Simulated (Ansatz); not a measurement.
**PbS: what symmetry allows forces and stress to be**

```
Pb S
1.0
     2.17188    1.25394    3.23800
    -2.17188    1.25394    3.23800
     0.00000   -2.50787    3.23800
Pb S
1 1
Cartesian
  0.0000 0.0000 9.4314
  0.0000 0.0000 4.7083
```

The calculation used DFT PBE, scalar-relativistic, plane waves, PAW (Ansatz 0.2.0).

Settings: cutoff 420 eV, Γ-centred mesh 9×9×9 on the computed 2-atom cell, Gaussian smearing of 0.02 eV; no spin polarisation.

This distorted cell has space group R3m, with 6 operations.

Without a calculation: in which directions can each atom feel a force?

A force must be left unchanged by every operation that keeps its atom in place, so it lies in the space that those operations leave fixed. Atoms that the group maps onto each other feel forces of one size.
```
atom site symmetry operations at the site equivalent to atom allowed force (Cartesian)
 Pb1             3m                       6                   1   along (0.00, 0.00, 1.00)
  S2             3m                       6                   2   along (0.00, 0.00, 1.00)
```

That leaves 2 independent force components of 6, tied by 1 condition that the forces sum to zero, so 1 remains. A relaxation in this cell that keeps the symmetry moves the atoms in these directions alone.

And the stress tensor?

It must be invariant under the point group, which leaves 2 independent components: yz, xz, xy vanish; xx = yy.

Do the computed values obey this?

Yes. Forces (eV/Å):
```
Pb1  0.000  0.000  0.116
S2   0.000  0.000 -0.116
```

Stress (GPa, compression positive, xx yy zz yz xz xy): 0.36 0.36 3.46 0.00 0.00 0.00. The program imposes the same operations on density, forces and stress, so this confirms the analysis and is no independent test of the calculation.

Spin–orbit coupling is left out, which can shift energies with elements as heavy as these.